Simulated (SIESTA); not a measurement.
**SnO2 under changes of volume**

One of the cells (14.496 Å³/atom); the others are scaled copies at fixed shape and fractional positions:

```
Sn O
1.0
     1.61709    0.93363    4.80059
    -1.61709    0.93363    4.80059
     0.00000   -1.86726    4.80059
Sn O
1 2
Cartesian
  0.0000 0.0000 7.2009
  0.0000 0.0000 10.9861
  0.0000 0.0000 3.4157
```

Measurements of this composition are mostly on another form, of space group No. 136.

```yaml
Program: SIESTA 5.4.2
Functional: LDA
Potentials_or_basis: PseudoDojo 0.4 standard (LDA files)
Basis: DZP (energy shift 0.003 Ry; two zetas on semicore shells)
Grid_cutoff: 800 Ry
Energy_shift: 0.003 Ry
k_mesh: 10 × 10 × 10
Occupations: fermi-dirac, width 0.05 eV
Spin: no spin polarisation
```

```tsv
volume (Å³/atom)	energy over the lowest point (meV/atom)	pressure (GPa)	gap on the mesh (eV)	largest force (eV/Å)
13.626	7.33	5.7	2.14	0.532
13.916	0.43	2.0	1.98	0.261
14.206	0.00	-1.4	1.84	0.014
14.496	5.34	-4.4	1.70	0.211
14.785	15.80	-7.1	1.58	0.416
15.075	30.78	-9.4	1.47	0.605
15.365	?	?	?	?
```

Problem. What does the run at 15.365 Å³/atom give?

Solution. Energy over the lowest point 49.73 meV/atom; pressure -11.5 GPa; gap on the mesh 1.36 eV; largest force 0.779 eV/Å.

Worked out: A Birch-Murnaghan fit of order 3 (a polynomial in V^(-2/3)) to the other rows has its minimum at 14.08 Å³/atom with B0 = V·E''(V) = 163 GPa and B' = 4.8 at fixed shape and positions, which overstates the stiffness. It gives 49.83 meV/atom at 15.365 Å³/atom, against the run's 49.73, and -dE/dV = -11.5 GPa, against -11.5. A parabola through the other rows of the gap, of slope -5.1 eV per unit of ln V there, extrapolates to 1.37 eV, against the run's 1.36.

Energies are extrapolated to zero smearing.

Caveats: spin-orbit coupling is left out, which moves the levels of the heavy elements; the basis of atomic orbitals isn't converged, which shifts pressures, moduli and gaps.

A mesh can miss the band edges.
